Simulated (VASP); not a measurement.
# Au (Fm-3m) in VASP: further runs

The runs below take Au through single point, relaxation of cell and atoms, with PBEsol, RPBE.

All numbers are computed with VASP 6.6.1; they aren't measurements. Logs are shortened: lines on timing, memory, paths and dates and some standing lists are left out, and cuts for length are marked.

### 1 The crystal as given

The structure is cubic, space group Fm-3m (No. 225). The conventional cell has a = 4.117 Å, b = 4.117 Å, c = 4.117 Å, α = 90.00°, β = 90.00°, γ = 90.00°. Au (site symmetry m-3m) is surrounded by 12 Au at 2.91 Å.

### 2 Single point, PBEsol

The input, INCAR:

```
SYSTEM = Au
  PREC = Accurate
  ENCUT = 520
  EDIFF = 1E-6
  ISMEAR = 0
  SIGMA = 0.1
  LREAL = .FALSE.
  LASPH = .TRUE.
  NELM = 60
  ALGO = Normal
  ISIF = 2
  LWAVE = .FALSE.
  LCHARG = .TRUE.
  GGA = PS
  LELF = .TRUE.
  LVHAR = .TRUE.
```

The input, KPOINTS:

```
regular mesh
0
G
  18 18 18
  0 0 0
```

The input, POSCAR:

```
Au
1.0
    0.0000000000      2.0585000000      2.0585000000
    2.0585000000      0.0000000000      2.0585000000
    2.0585000000      2.0585000000      0.0000000000
Au
1
Direct
    0.0000000000      0.0000000000      0.0000000000
```

Potentials or basis: VASP PAW PBE potentials, release 64 (Au).

Run with:

```bash
$ cat potpaw_PBE.64/Au/POTCAR > POTCAR
$ mpirun -np 1 vasp_std > vasp.out
```

OUTCAR:

```text
SYSTEM = Au
   PREC = Accurate
   ENCUT = 520
   EDIFF = 1E-6
   ISMEAR = 0
   LREAL = .FALSE.
   LASPH = .TRUE.
   NELM = 60
   ISIF = 2
   GGA = PS

 ion  position               nearest neighbor table
   1  0.000  0.000  0.000-

  LATTYP: Found a face centered cubic cell.
 ALAT       =     4.1170000000

  Lattice vectors:

 A1 = (   0.0000000000,   2.0585000000,   2.0585000000)
 A2 = (   2.0585000000,   0.0000000000,   2.0585000000)
 A3 = (   2.0585000000,   2.0585000000,   0.0000000000)

Analysis of symmetry for initial positions (statically):
=====================================================================
 Subroutine PRICEL returns:
 Original cell was already a primitive cell.

 Routine SETGRP: Setting up the symmetry group for a
 face centered cubic supercell.

 Subroutine GETGRP returns: Found 48 space group operations
 (whereof 48 operations were pure point group operations)
 out of a pool of 48 trial point group operations.

The static configuration has the point symmetry O_h .

Analysis of symmetry for dynamics (positions and initial velocities):
=====================================================================
 Subroutine PRICEL returns:
 Original cell was already a primitive cell.

 Routine SETGRP: Setting up the symmetry group for a
 face centered cubic supercell.

 Subroutine GETGRP returns: Found 48 space group operations
 (whereof 48 operations were pure point group operations)
 out of a pool of 48 trial point group operations.

The dynamic configuration has the point symmetry O_h .

 Subroutine INISYM returns: Found 48 space group operations
 (whereof 48 operations are pure point group operations),
 and found     1 'primitive' translations

----------------------------------------------------------------------------------------

                                     Primitive cell

  volume of cell :      17.4455

  direct lattice vectors                    reciprocal lattice vectors
     0.000000000  2.058500000  2.058500000    -0.242895312  0.242895312  0.242895312
     2.058500000  0.000000000  2.058500000     0.242895312 -0.242895312  0.242895312
     2.058500000  2.058500000  0.000000000     0.242895312  0.242895312 -0.242895312

  length of vectors
     2.911158618  2.911158618  2.911158618     0.420707022  0.420707022  0.420707022

  position of ions in fractional coordinates (direct lattice)
     0.000000000  0.000000000  0.000000000

  ion indices of the primitive-cell ions
   primitive index   ion index
                 1           1

----------------------------------------------------------------------------------------

 KPOINTS: regular mesh

Automatic generation of k-mesh.
 Grid dimensions read from file:
 generate k-points for:   18   18   18

 Generating k-lattice:

  Cartesian coordinates                     Fractional coordinates (reciprocal lattice)
    -0.013494184  0.013494184  0.013494184     0.055555556  0.000000000  0.000000000
     0.013494184 -0.013494184  0.013494184     0.000000000  0.055555556  0.000000000
     0.013494184  0.013494184 -0.013494184     0.000000000  0.000000000  0.055555556

  Length of vectors
     0.023372612  0.023372612  0.023372612

  Shift w.r.t. Gamma in fractional coordinates (k-lattice)
     0.000000000  0.000000000  0.000000000

 Subroutine IBZKPT returns following result:
 ===========================================

 Found    195 irreducible k-points:

 Following reciprocal coordinates:
            Coordinates               Weight
  0.000000  0.000000  0.000000      1.000000
  0.055556  0.000000  0.000000      8.000000
  0.111111  0.000000  0.000000      8.000000
  0.166667  0.000000  0.000000      8.000000
  0.222222  0.000000  0.000000      8.000000
  0.277778  0.000000  0.000000      8.000000
[... 16 lines left out ...]
 -0.277778  0.055556  0.000000     24.000000
 -0.222222  0.055556  0.000000     24.000000
 [... further k-points ...]
   k-points           NKPTS =    195   k-points in BZ     NKDIM =    195   number of bands    NBANDS=      9
   number of dos      NEDOS =    301   number of ions     NIONS =      1
   total plane-waves  NPLWV =  13824
   dimension x,y,z NGX =    24 NGY =   24 NGZ =   24
   dimension x,y,z NGXF=    48 NGYF=   48 NGZF=   48
   ions per type =               1
   NGX,Y,Z   is equivalent  to a cutoff of  13.71, 13.71, 13.71 a.u.
   NGXF,Y,Z  is equivalent  to a cutoff of  27.41, 27.41, 27.41 a.u.
 SYSTEM =  Au
   PREC   = accura    normal or accurate (medium, high low for compatibility)
   ISTART =      0    job   : 0-new  1-cont  2-samecut
   ICHARG =      2    charge: 1-file 2-atom 10-const
   ISPIN  =      1    spin polarized calculation?
   LNONCOLLINEAR =      F non collinear calculations
   LSORBIT =      F    spin-orbit coupling
   LASPH  =      T    aspherical Exc in radial PAW
   ENCUT  =  520.0 eV  38.22 Ry    6.18 a.u.   5.41  5.41  5.41*2*pi/ulx,y,z
   NELM   =     60;   NELMIN=  2; NELMDL= -5     # of ELM steps
   EDIFF  = 0.1E-05   stopping-criterion for ELM
   LREAL  =      F    real-space projection
   EDIFFG = 0.1E-04   stopping-criterion for IOM
   NSW    =      0    number of steps for IOM
   IBRION =     -1    ionic relax: 0-MD 1-quasi-New 2-CG
   NFREE  =      0    steps in history (QN), initial steepest desc. (CG)
   ISIF   =      2    stress and relaxation
   ISYM   =      2    0-nonsym 1-usesym 2-fastsym
   POTIM  = 0.5000    time-step for ionic-motion
   TEBEG  =    0.0;   TEEND  =   0.0 temperature during run
   PSTRESS=    0.0 pullay stress
   NELECT =      11.0000    total number of electrons
   NUPDOWN=      -1.0000    fix difference up-down
   EMIN   =  10.00;   EMAX   =-10.00  energy-range for DOS
   EFERMI =   0.00;   METHOD = LEGACY
   ISMEAR =     0;   SIGMA  =   0.10  broadening in eV -4-tet -1-fermi 0-gaus
   EFERMI_NEDOS =   21; number of points for ismear=-14 and -15
   IALGO  =     38    algorithm
   IMIX   =      4    mixing-type and parameters
     AMIX     =   0.40;   BMIX     =  1.00
     AMIX_MAG =   1.60;   BMIX_MAG =  1.00
  volume/ion in A,a.u.               =      17.45       117.73
  Fermi-wavevector in a.u.,A,eV,Ry     =   1.403820  2.652836 26.813157  1.970711
  Thomas-Fermi vector in A             =   2.526444
   LORBIT       =      0    0 simple, 1 ext, 2 COOP (PROOUT), +10 PAW based schemes
   GGA     = PS    functional components
   LHFCALC =     F    Hartree Fock is set to
   AEXX    =    0.0000 exact exchange contribution
   IVDW    =     0    specifies the selected vdW correction
   LEPSILON=     F    determine dielectric tensor
   LRPA    =     F    only Hartree local field effects (RPA)
 non-spin polarized calculation
 Gauss-broadening in eV      SIGMA  =   0.10
  energy-cutoff  :      520.00
  volume of cell :       17.45
 maximum number of plane-waves:       493
 NGX is ok and might be reduce to    24

 number of electron      11.0000001 magnetization

 Free energy of the ion-electron system (eV)
  ---------------------------------------------------
  ext. energy  EPLUGINS =         0.00000000
  ---------------------------------------------------
  free energy    TOTEN  =        -3.91932329 eV

  energy without entropy =       -3.91796212  energy(sigma->0) =       -3.91864271

 E-fermi :   8.8494     XC(G=0): -12.7463

 val. band max:        8.8459288746   @ k =   0.5000   0.2778   0.1111
 cond. band min:       8.8582945831   @ k =   0.5000   0.1667   0.0556
 fundamental gap:      0.0123657084
 Fermi energy:         8.8494344590

 k-point     1 :       0.0000    0.0000    0.0000
  band No.  band energies     occupation
      1      -0.7822      2.00000
      2       4.3389      2.00000
      3       4.3389      2.00000
      4       4.3389      2.00000
      5       5.8071      2.00000
      6       5.8071      2.00000
      7      23.4203      0.00000
      8      27.2797      0.00000
      9      27.2797      0.00000

 k-point     2 :       0.0556    0.0000    0.0000
  band No.  band energies     occupation
      1      -0.6765      2.00000
      2       4.3044      2.00000
      3       4.3750      2.00000
      4       4.3750      2.00000
      5       5.7906      2.00000
      6       5.7906      2.00000
      7      23.5420      0.00000
      8      26.5601      0.00000
      9      27.4009      0.00000

 k-point     3 :       0.1111    0.0000    0.0000
  band No.  band energies     occupation
      1      -0.3676      2.00000
      2       4.2171      2.00000
      3       4.4697      2.00000
      4       4.4697      2.00000
      5       5.7570      2.00000
      6       5.7570      2.00000
      7      23.8003      0.00000
      8      25.0890      0.00000
      9      27.7413      0.00000

 k-point     4 :       0.1667    0.0000    0.0000
  band No.  band energies     occupation
      1       0.1150      2.00000
      2       4.1261      2.00000
      3       4.5759      2.00000
      4       4.5759      2.00000
      5       5.7572      2.00000
      6       5.7572      2.00000
      7      22.9287      0.00000
      8      24.4827      0.00000
      9      28.2127      0.00000
[... 205 lines left out ...]
 k-point    22 :      -0.3333    0.0556    0.0000
  band No.  band energies     occupation
      1       1.7531      2.00000
      2       4.4247      2.00000
      3       4.5007      2.00000
      4       5.1351      2.00000
      5       6.3231      2.00000
      6       6.8893      2.00000
      7      15.9253      0.00000
      8      23.5776      0.00000
      9      25.8938      0.00000

 k-point    23 :      -0.2778    0.0556    0.0000
  band No.  band energies     occupation
      1       1.4857      2.00000
      2       4.3717      2.00000
      3       4.5882      2.00000
      4       4.6014      2.00000
      5       5.9884      2.00000
      6       6.4995      2.00000
      7      18.0986      0.00000
      8      24.0481      0.00000
      9      26.5558      0.00000

 k-point    24 :      -0.2222    0.0556    0.0000
  band No.  band energies     occupation
      1       0.9869      2.00000
      2       4.0780      2.00000
      3       4.6352      2.00000
      4       4.6720      2.00000
      5       5.7163      2.00000
      6       6.1801      2.00000
      7      20.2823      0.00000
      8      24.4254      0.00000
      9      27.1634      0.00000

 [... further k-points ...]

------------------------ aborting loop because EDIFF is reached ----------------------------------------

  FORCE on cell =-STRESS in cart. coord.  units (eV):
  Direction    XX          YY          ZZ          XY          YZ          ZX
  --------------------------------------------------------------------------------------
  -------------------------------------------------------------------------------------
  Total       -0.4627555     -0.4627555     -0.4627555      0.0000000      0.0000000     -0.0000000
  in kB      -42.4990833    -42.4990833    -42.4990833      0.0000000      0.0000000     -0.0000000
  external PRESSURE =     -42.4990833 kB  Pullay stress =       0.0000000 kB

 VOLUME and BASIS-vectors are now :
 -----------------------------------------------------------------------------
  energy-cutoff  :      520.00
  volume of cell :       17.45
      direct lattice vectors                 reciprocal lattice vectors
     0.000000000  2.058500000  2.058500000    -0.242895312  0.242895312  0.242895312
     2.058500000  0.000000000  2.058500000     0.242895312 -0.242895312  0.242895312
     2.058500000  2.058500000  0.000000000     0.242895312  0.242895312 -0.242895312

 POSITION                                       TOTAL-FORCE (eV/Angst)
 -----------------------------------------------------------------------------------
      0.00000      0.00000      0.00000         0.000000      0.000000      0.000000
 -----------------------------------------------------------------------------------
    total drift:                                0.000000     -0.000000     -0.000000

  FREE ENERGIE OF THE ION-ELECTRON SYSTEM (eV)
  ---------------------------------------------------
  free  energy   TOTEN  =        -3.9193232928 eV

  energy  without entropy=       -3.9179621203  energy(sigma->0) =       -3.91864271
```

Wall time 9 s (1 thread of Intel Xeon 6975P-C (Granite Rapids), shared host); peak memory 0.16 GiB.

Results:

* Free energy: -3.9193 eV
* Pressure: -4.2 GPa
* Band gap on the k mesh: none (metal or under the smearing width)

Caveat: the PAW data sets were made with another functional, which shifts forces and pressure a little.

(Continued in part 2 of 2.)
